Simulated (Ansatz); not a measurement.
I need an SCF with some post-processing of NaI, space group Pmma. Use Ansatz 0.2.0 through its Python package. Use: PBEsol, PAW, cutoff 510 eV, 6×6×4 k-points, fixed occupations.

```cif
data_structure
_symmetry_space_group_name_H-M 'P 1'
_symmetry_Int_Tables_number 1
_cell_length_a 4.6222
_cell_length_b 4.2697
_cell_length_c 7.7984
_cell_angle_alpha 90.000
_cell_angle_beta 90.000
_cell_angle_gamma 90.000
_cell_volume 153.90
loop_
_atom_site_label
_atom_site_type_symbol
_atom_site_fract_x
_atom_site_fract_y
_atom_site_fract_z
_atom_site_occupancy
Na1 Na 0.25000 0.50000 0.27503 1
Na2 Na 0.75000 0.50000 0.72497 1
I1 I 0.25000 0.00000 0.74243 1
I2 I 0.75000 0.00000 0.25757 1
```

The script, `nai_analyse.py`:
```python
"""One SCF of NaI and its post-processing."""

from collections import Counter
import json

import ansatz as az
import numpy as np
from pymatgen.core import Structure
from pymatgen.symmetry.analyzer import SpacegroupAnalyzer

FUNCTIONAL = "pbesol"
CUTOFF_EV = 510
SCF_TOL = 1e-08
KGRID = (6, 6, 4)
FILLING = "fixed"

cell = (
    az.Lattice.of((4.62221, 0.0, 0.0), (0.0, 4.2697, 0.0), (0.0, 0.0, 7.79838))
    .atom("Na", (0.25, 0.5, 0.27503))
    .atom("Na", (0.75, 0.5, 0.72497))
    .atom("I", (0.25, 0.0, 0.74243))
    .atom("I", (0.75, 0.0, 0.25757))
)

base = (
    cell.calculation()
    .functional(FUNCTIONAL)
    .pseudopotentials("paw")
    .basis(CUTOFF_EV)
    .scf(tolerance=SCF_TOL)
    .kpoints(*KGRID)
    .occupations(FILLING)
    .compute(band_table=True, density_of_states={"energy_step": 0.05, "method": "smearing", "broadening_width": 0.1})
    .cutoff_correction(756)
)
result = base.run(events_out="events.ndjson")
r = result.report
with open("events.ndjson") as stream:
    kinds = Counter(json.loads(line)["event"] for line in stream)
print("events:", {kind: kinds[kind] for kind in ("scf_iter", "scf_done", "notice", "finished")})

n_atoms = len(r["lattice"]["sites"])
print("F =", round(r["free_energy_ev"], 4), "eV for", n_atoms, "atoms")
print("E(sigma -> 0) =", round(r["energy_sigma0_ev"], 4), "eV, TS =", round(r["entropy_ts_ev"], 5), "eV")
print("closed by", r["closed_by"], "after", r["n_iterations"], "iterations")

# the band energy is the weighted sum of filled levels
eps, occ = np.array(r["eigenvalues_ev"]), np.array(r["occupations"])
wk = np.tile(r["kweights"], len(eps) // len(r["kweights"]))
print(f"sum of w f eps = {wk @ (eps * occ).sum(axis=1):.4f} eV, reported band energy {r['components']['e_band']:.4f} eV")

dos = result.density_of_states()
energy = np.asarray(dos.energies_ev) - dos.fermi_ev
states, count = np.asarray(dos.spin_summed_g_bin_mean_per_ev), np.asarray(dos.spin_summed_integrated)
g_fermi = float(np.interp(0.0, energy, states))
print(f"g(E_F) = {g_fermi:.3f} states/eV per cell")
for low, high in ((-10, -6), (-6, -3), (-3, 0), (0, 3)):
    print(f"states between {low} and {high} eV: {np.interp(high, energy, count) - np.interp(low, energy, count):.3f}")

final = Structure(result.lattice.cell_ang, [s.symbol for s in result.lattice.sites], [s.position_frac for s in result.lattice.sites])
analyser = SpacegroupAnalyzer(final, symprec=0.01)
standard = analyser.get_conventional_standard_structure()
print(analyser.get_crystal_system(), analyser.get_space_group_symbol(), len(standard), "atoms in the conventional cell")
print("a b c (A):", [round(x, 4) for x in standard.lattice.abc], " angles:", [round(x, 2) for x in standard.lattice.angles])
print(f"mass density {float(final.density):.3f} g/cm^3")

# estimate of what a larger basis would gain, without a second SCF
estimate = r.get("cutoff_correction")
if estimate:
    print("towards {} eV the energy would change by {:.2f} meV/atom".format(estimate["reference_ecutwfc_ev"], 1000 * estimate["energy_ev"] / len(result.lattice.sites)))
```

`python nai_analyse.py` gives:
```text
events: {'scf_iter': 8, 'scf_done': 1, 'notice': 2, 'finished': 1}
F = -17820.8424 eV for 4 atoms
E(sigma -> 0) = -17820.8424 eV, TS = 0.0 eV
closed by deck_thresholds after 8 iterations
sum of w f eps = -1279.9838 eV, reported band energy -1279.9838 eV
g(E_F) = 0.327 states/eV per cell
states between -10 and -6 eV: 0.000
states between -6 and -3 eV: 0.000
states between -3 and 0 eV: 11.982
states between 0 and 3 eV: 0.038
orthorhombic Pmma 4 atoms in the conventional cell
a b c (A): [4.2697, 4.6222, 7.7984]  angles: [90.0, 90.0, 90.0]
mass density 3.235 g/cm^3
towards 756.0 eV the energy would change by -0.16 meV/atom
```

What to keep in mind:
- Absolute energies stand on the zero of these potentials, so only differences at equal settings mean something.
- Semilocal gaps usually lie well under measured ones.
- Under fixed occupations the level called the Fermi level is the highest filled one on the SCF mesh; off the mesh a filled band can lie a little above it.
- The crystal has a gap of about 2.65 eV on the mesh; any density of states at or just above the Fermi level is the tail of the broadening.
- The structure comes from a database of computed cells and needn't be a stable or known phase.
- Gaps and levels are Kohn-Sham values on a finite set of k-points, without spin-orbit coupling.
- The computed bands are complete only to about 6.6 eV above the Fermi level; beyond that the density of states is undercounted.
- Timing: 17 s on 1 thread of Arm Neoverse V1, on a shared host, peak memory 0.62 GiB.
